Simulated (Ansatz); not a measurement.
**AlPt under changes of volume**

One of the cells (14.774 Å³/atom); the others are scaled copies at fixed shape and fractional positions:

```xyz
2
Lattice="3.0915 0.0000 0.0000 0.0000 3.0915 0.0000 0.0000 0.0000 3.0915" Properties=species:S:1:pos:R:3 pbc="T T T"
Pt    1.5458    1.5458    1.5458
Al    0.0000    0.0000    0.0000
```

Measurements of this composition are mostly on another form, of space group No. 198.

| Property | Result |
| --- | --- |
| Program | Ansatz 0.2.0 |
| Functional | PBE0 |
| Potentials or basis | Ansatz PAW |
| Cutoff | 420 eV (not typed: the program's choice for these potentials) |
| k mesh | 6 × 6 × 6 |
| Occupations | fermi-dirac, width 0.05 eV |
| Spin | no spin polarisation |

```tsv
volume (Å³/atom)	energy over the lowest point (meV/atom)	pressure (GPa)
13.888	14.03	8.5
14.183	?	?
14.478	0.00	-0.6
14.774	4.67	-4.4
15.069	15.97	-7.8
15.365	33.17	-10.8
15.660	55.65	-13.5
```

Task: What does the run at 14.183 Å³/atom give?

Result: Energy over the lowest point 2.80 meV/atom; pressure 3.7 GPa.

Worked out: A Birch-Murnaghan fit of order 3 (a polynomial in V^(-2/3)) to the other rows has its minimum at 14.44 Å³/atom with B0 = V·E''(V) = 201 GPa and B' = 4.7. It gives 2.83 meV/atom at 14.183 Å³/atom, against the run's 2.80, and -dE/dV = 3.7 GPa, against 3.7.

Energies are extrapolated to zero smearing.

Caveats: the PAW data sets come from PBE, with cores solved anew for the run's functional, which leaves a small shift of forces and pressure; the thresholds are loose for stress.
